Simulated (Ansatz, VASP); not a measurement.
# BaZrO3: VASP beside Ansatz

```
Ba Zr O
1.0
     4.14070    0.00000    0.00000
     0.00000    4.14070    0.00000
     0.00000    0.00000    4.14070
Ba Zr O
1 1 3
Direct
  0.00000 0.00000 0.00000
  0.50000 0.50000 0.50000
  0.00000 0.50000 0.50000
  0.50000 0.00000 0.50000
  0.50000 0.50000 0.00000
```

Alike in both runs: functional PBEsol; k mesh 6 × 6 × 6; no spin polarisation.

Ansatz relaxed the structure, and its values are those at the end. VASP's run is a single point on that final structure, the one shown.

|  | VASP | Ansatz |
| --- | --- | --- |
| version | VASP 6.6.1 | Ansatz 0.2.0 |
| potentials or method | VASP PAW PBE potentials, release 64 (Ba_sv, Zr_sv, O) | PAW with Ansatz's default frozen-core files, scalar-relativistic |
| plane-wave cutoff (eV) | 520 | 420 |
| occupations | gaussian, width 0.01 eV | fixed |
| valence electrons in the cell | 40 | 40 |

```tsv
	VASP	Ansatz	Ansatz less VASP
pressure (GPa)	6.3	5.0	-1.33
```

Caveats: the PAW data sets were made with another functional, which shifts forces and pressure a little (VASP). A k mesh can miss the band edges.
